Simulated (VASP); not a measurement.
# InPd (Pm-3m) in VASP: further runs

The runs below take InPd through relaxation of cell and atoms, with PBE+D4, PBE+rVV10, PBE+TS.

Program: VASP 6.6.1. These are calculated values, not measurements. Logs are shortened: lines on timing, memory, paths and dates and some standing lists are left out, and cuts for length are marked.

### Step 1. The structure

It takes space group Pm-3m (No. 221, cubic). Conventional cell: a = 3.272 Å, b = 3.272 Å, c = 3.272 Å, α = 90.00°, β = 90.00°, γ = 90.00°. In (site symmetry m-3m) is surrounded by 8 Pd at 2.83 Å. Pd (site symmetry m-3m) has 8 In at 2.83 Å as nearest neighbours.

The cell comes from a database or a generator and needn't be the stable form of this composition.

### Step 2. Relaxation of cell and atoms, PBE+D4

Contents of INCAR:

```
ALGO = Normal ; EDIFF = 1E-6
EDIFFG = -0.005 ; ENCUT = 600
GGA = PE ; IBRION = 2
ISIF = 3 ; ISMEAR = -1
IVDW = 13 ; LASPH = True
LCHARG = False ; LREAL = False
LWAVE = False ; NELM = 80
NSW = 60 ; PREC = Accurate
SIGMA = 0.05
```

Contents of KPOINTS:

```
k-points
0
Gamma
  8 8 8
```

Contents of POSCAR:

```
InPd
1.0
    3.2718847800      0.0000000000      0.0000000000
    0.0000000000      3.2718847800      0.0000000000
    0.0000000000      0.0000000000      3.2718847800
In Pd
1 1
Direct
    0.0000000000      0.0000000000      0.0000000000
    0.5000000000      0.5000000000      0.5000000000
```

Potentials or basis: VASP PAW PBE potentials, release 64 (In_d, Pd).

Run with:

```console
> cat potpaw_PBE.64/In_d/POTCAR potpaw_PBE.64/Pd/POTCAR > POTCAR
> mpirun -np 1 vasp_std > vasp.out
```

OUTCAR:

```text
EDIFF = 1E-6
   EDIFFG = -0.005
   ENCUT = 600
   GGA = PE
   IBRION = 2
   ISIF = 3
   ISMEAR = -1
   IVDW = 13
   LASPH = True
   LREAL = False
   NELM = 80
   NSW = 60
   PREC = Accurate

 ion  position               nearest neighbor table
   1  0.000  0.000  0.000-   2 2.83   2 2.83   2 2.83   2 2.83   2 2.83   2 2.83   2 2.83   2 2.83

   2  0.500  0.500  0.500-   1 2.83   1 2.83   1 2.83   1 2.83   1 2.83   1 2.83   1 2.83   1 2.83

  LATTYP: Found a simple cubic cell.
 ALAT       =     3.2718847800

  Lattice vectors:

 A1 = (   3.2718847800,   0.0000000000,   0.0000000000)
 A2 = (   0.0000000000,   3.2718847800,   0.0000000000)
 A3 = (   0.0000000000,   0.0000000000,   3.2718847800)

Analysis of symmetry for initial positions (statically):
=====================================================================
 Subroutine PRICEL returns:
 Original cell was already a primitive cell.

 Routine SETGRP: Setting up the symmetry group for a
 simple cubic supercell.

 Subroutine GETGRP returns: Found 48 space group operations
 (whereof 48 operations were pure point group operations)
 out of a pool of 48 trial point group operations.

The static configuration has the point symmetry O_h .

Analysis of symmetry for dynamics (positions and initial velocities):
=====================================================================
 Subroutine PRICEL returns:
 Original cell was already a primitive cell.

 Routine SETGRP: Setting up the symmetry group for a
 simple cubic supercell.

 Subroutine GETGRP returns: Found 48 space group operations
 (whereof 48 operations were pure point group operations)
 out of a pool of 48 trial point group operations.

The dynamic configuration has the point symmetry O_h .

 Subroutine INISYM returns: Found 48 space group operations
 (whereof 48 operations are pure point group operations),
 and found     1 'primitive' translations

----------------------------------------------------------------------------------------

                                     Primitive cell

  volume of cell :      35.0263

  direct lattice vectors                    reciprocal lattice vectors
     3.271884780  0.000000000  0.000000000     0.305634234  0.000000000  0.000000000
     0.000000000  3.271884780  0.000000000     0.000000000  0.305634234  0.000000000
     0.000000000  0.000000000  3.271884780     0.000000000  0.000000000  0.305634234

  length of vectors
     3.271884780  3.271884780  3.271884780     0.305634234  0.305634234  0.305634234

  position of ions in fractional coordinates (direct lattice)
     0.000000000  0.000000000  0.000000000
     0.500000000  0.500000000  0.500000000

  ion indices of the primitive-cell ions
   primitive index   ion index
                 1           1
                 2           2

----------------------------------------------------------------------------------------

 KPOINTS: k-points

Automatic generation of k-mesh.
 Grid dimensions read from file:
 generate k-points for:    8    8    8

 Generating k-lattice:

  Cartesian coordinates                     Fractional coordinates (reciprocal lattice)
     0.038204279  0.000000000  0.000000000     0.125000000  0.000000000  0.000000000
     0.000000000  0.038204279  0.000000000     0.000000000  0.125000000  0.000000000
     0.000000000  0.000000000  0.038204279     0.000000000  0.000000000  0.125000000

  Length of vectors
     0.038204279  0.038204279  0.038204279

  Shift w.r.t. Gamma in fractional coordinates (k-lattice)
     0.000000000  0.000000000  0.000000000

 Subroutine IBZKPT returns following result:
 ===========================================

 Found     35 irreducible k-points:

 Following reciprocal coordinates:
            Coordinates               Weight
  0.000000  0.000000  0.000000      1.000000
  0.125000  0.000000  0.000000      6.000000
  0.250000  0.000000  0.000000      6.000000
  0.375000  0.000000  0.000000      6.000000
  0.500000  0.000000  0.000000      3.000000
  0.125000  0.125000  0.000000     12.000000
[... 16 lines left out ...]
  0.375000  0.375000  0.125000     24.000000
  0.500000  0.375000  0.125000     24.000000
 [... further k-points ...]
   k-points           NKPTS =     35   k-points in BZ     NKDIM =     35   number of bands    NBANDS=     15
   number of dos      NEDOS =    301   number of ions     NIONS =      2
   total plane-waves  NPLWV =  21952
   dimension x,y,z NGX =    28 NGY =   28 NGZ =   28
   dimension x,y,z NGXF=    56 NGYF=   56 NGZF=   56
   ions per type =               1   1
   NGX,Y,Z   is equivalent  to a cutoff of  14.23, 14.23, 14.23 a.u.
   NGXF,Y,Z  is equivalent  to a cutoff of  28.45, 28.45, 28.45 a.u.
 SYSTEM =  unknown system
   PREC   = accura    normal or accurate (medium, high low for compatibility)
   ISTART =      0    job   : 0-new  1-cont  2-samecut
   ICHARG =      2    charge: 1-file 2-atom 10-const
   ISPIN  =      1    spin polarized calculation?
   LNONCOLLINEAR =      F non collinear calculations
   LSORBIT =      F    spin-orbit coupling
   LASPH  =      T    aspherical Exc in radial PAW
   ENCUT  =  600.0 eV  44.10 Ry    6.64 a.u.   6.53  6.53  6.53*2*pi/ulx,y,z
   NELM   =     80;   NELMIN=  2; NELMDL= -5     # of ELM steps
   EDIFF  = 0.1E-05   stopping-criterion for ELM
   LREAL  =      F    real-space projection
   EDIFFG = -.5E-02   stopping-criterion for IOM
   NSW    =     60    number of steps for IOM
   IBRION =      2    ionic relax: 0-MD 1-quasi-New 2-CG
   NFREE  =      1    steps in history (QN), initial steepest desc. (CG)
   ISIF   =      3    stress and relaxation
   ISYM   =      2    0-nonsym 1-usesym 2-fastsym
   POTIM  = 0.5000    time-step for ionic-motion
   TEBEG  =    0.0;   TEEND  =   0.0 temperature during run
   PSTRESS=    0.0 pullay stress
   NELECT =      23.0000    total number of electrons
   NUPDOWN=      -1.0000    fix difference up-down
   EMIN   =  10.00;   EMAX   =-10.00  energy-range for DOS
   EFERMI =   0.00;   METHOD = LEGACY
   ISMEAR =    -1;   SIGMA  =   0.05  broadening in eV -4-tet -1-fermi 0-gaus
   EFERMI_NEDOS =   21; number of points for ismear=-14 and -15
   IALGO  =     38    algorithm
   IMIX   =      4    mixing-type and parameters
     AMIX     =   0.40;   BMIX     =  1.00
     AMIX_MAG =   1.60;   BMIX_MAG =  1.00
  volume/ion in A,a.u.               =      17.51       118.18
  Fermi-wavevector in a.u.,A,eV,Ry     =   1.422938  2.688964 27.548447  2.024754
  Thomas-Fermi vector in A             =   2.543589
   LORBIT       =      0    0 simple, 1 ext, 2 COOP (PROOUT), +10 PAW based schemes
   GGA     = PE    functional components
   LHFCALC =     F    Hartree Fock is set to
   AEXX    =    0.0000 exact exchange contribution
   IVDW    =    13    specifies the selected vdW correction
   LEPSILON=     F    determine dielectric tensor
   LRPA    =     F    only Hartree local field effects (RPA)
 conjugate gradient relaxation of ions
 non-spin polarized calculation
  energy-cutoff  :      600.00
  volume of cell :       35.03
 maximum number of plane-waves:      1189
 NGX is ok and might be reduce to    28
   NGX = 13   NGY = 13   NGZ = 13

--------------------------------------- Ionic step        1  -------------------------------------------

 number of electron      23.0000010 magnetization

 Free energy of the ion-electron system (eV)
  ---------------------------------------------------
  ext. energy  EPLUGINS =         0.00000000
  ---------------------------------------------------
  free energy    TOTEN  =        -8.73822598 eV

  energy without entropy =       -8.72806551  energy(sigma->0) =       -8.73314574

------------------------ aborting loop because EDIFF is reached ----------------------------------------

  DFT-D4 for vdW energy calculation

  Edisp (eV):   -0.94779

  FORCE on cell =-STRESS in cart. coord.  units (eV):
  Direction    XX          YY          ZZ          XY          YZ          ZX
  --------------------------------------------------------------------------------------
  -------------------------------------------------------------------------------------
  Total      -0.10991    -0.10991    -0.10991    -0.00000    -0.00000     0.00000
  in kB      -5.02751    -5.02751    -5.02751    -0.00000    -0.00000     0.00000
  external pressure =       -5.03 kB  Pullay stress =        0.00 kB
[... 61 lines left out ...]
  energy  without entropy=       -9.6758618370  energy(sigma->0) =       -9.68092745

--------------------------------------- Ionic step        3  -------------------------------------------

 number of electron      23.0000010 magnetization

 Free energy of the ion-electron system (eV)
  ---------------------------------------------------
  ext. energy  EPLUGINS =         0.00000000
  ---------------------------------------------------
  free energy    TOTEN  =        -8.73492278 eV

  energy without entropy =       -8.72477353  energy(sigma->0) =       -8.72984816

 E-fermi :  10.4671     XC(G=0): -12.2533

 val. band max:       10.4446014334   @ k =   0.3750   0.3750   0.1250
 cond. band min:      10.4907481258   @ k =   0.5000   0.5000   0.5000
 fundamental gap:      0.0461466924
 Fermi energy:        10.4670585529

 k-point     1 :       0.0000    0.0000    0.0000
  band No.  band energies     occupation
      1      -4.4309      2.00000
      2      -4.4309      2.00000
      3      -4.0182      2.00000
      4      -4.0182      2.00000
      5      -4.0182      2.00000
      6       0.4570      2.00000
      7       6.7211      2.00000
      8       6.7211      2.00000
      9       8.2736      2.00000
     10       8.2736      2.00000
     11       8.2736      2.00000
     12      14.7793      0.00000
     13      14.7793      0.00000
     14      14.7793      0.00000
     15      20.0374      0.00000
[... 397 lines left out ...]
 k-point    24 :       0.5000    0.3750    0.1250
  band No.  band energies     occupation
      1      -4.3336      2.00000
      2      -4.1880      2.00000
      3      -4.1758      2.00000
      4      -4.1553      2.00000
      5      -3.8596      2.00000
      6       4.4146      2.00000
      7       6.5719      2.00000
      8       6.9788      2.00000
      9       7.4031      2.00000
     10       8.2838      2.00000
     11       8.9819      2.00000
     12       9.5206      2.00000
     13      12.7891      0.00000
     14      14.0837      0.00000
     15      18.3742      0.00000

 [... further k-points ...]

------------------------ aborting loop because EDIFF is reached ----------------------------------------

  DFT-D4 for vdW energy calculation

  Edisp (eV):   -0.95131

  FORCE on cell =-STRESS in cart. coord.  units (eV):
  Direction    XX          YY          ZZ          XY          YZ          ZX
  --------------------------------------------------------------------------------------
  -------------------------------------------------------------------------------------
  Total       0.00299     0.00299     0.00299    -0.00000     0.00000     0.00000
  in kB       0.13710     0.13710     0.13710    -0.00000     0.00000     0.00000
  external pressure =        0.14 kB  Pullay stress =        0.00 kB
[... 17 lines left out ...]
  FREE ENERGIE OF THE ION-ELECTRON SYSTEM (eV)
  ---------------------------------------------------
  free  energy   TOTEN  =        -9.6862332822 eV

  energy  without entropy=       -9.6760840292  energy(sigma->0) =       -9.68115866

 reached required accuracy - stopping structural energy minimisation
```

It took 21 s on 1 thread of Intel Xeon 6975P-C (Granite Rapids), shared host; peak memory 0.17 GiB.

What came out:

```yaml
Free_energy: -9.6862 eV
Relaxed_volume: 17.45 Å³/atom
Relaxed_cell: a = 3.268 Å, b = 3.268 Å, c = 3.268 Å, α = 90.00°, β = 90.00°, γ = 90.00°
Space_group_after_relaxing_to_0.05_Å: Pm-3m (No. 221)
Energy_gained_by_relaxing: 0.1 meV/atom
Ionic_steps: 3
Pressure_after_relaxing: 0.0 GPa
Band_gap_on_the_k_mesh: none (metal or under the smearing width)
Dispersion_energy_per_atom: -0.476 eV
```

Step by step:
```csv
step,energy change (eV),largest force (eV/Å),pressure (GPa),volume (Å³)
1,0.0000,0.0000,-0.50,35.03
2,0.0000,0.0000,0.52,34.75
3,-0.0002,0.0000,0.01,34.89
```

Final structure:
```yaml
crystal:
  lattice:
    - [3.26771, 0.00000, 0.00000]
    - [0.00000, 3.26771, 0.00000]
    - [0.00000, 0.00000, 3.26771]
  atoms:
    - { symbol: In, position: [0.00000, 0.00000, 0.00000] }
    - { symbol: Pd, position: [0.50000, 0.50000, 0.50000] }
```

Caveat: pairwise dispersion overbinds metals, which lowers pressure and volume.

(Part 1 of 2 ends here.)
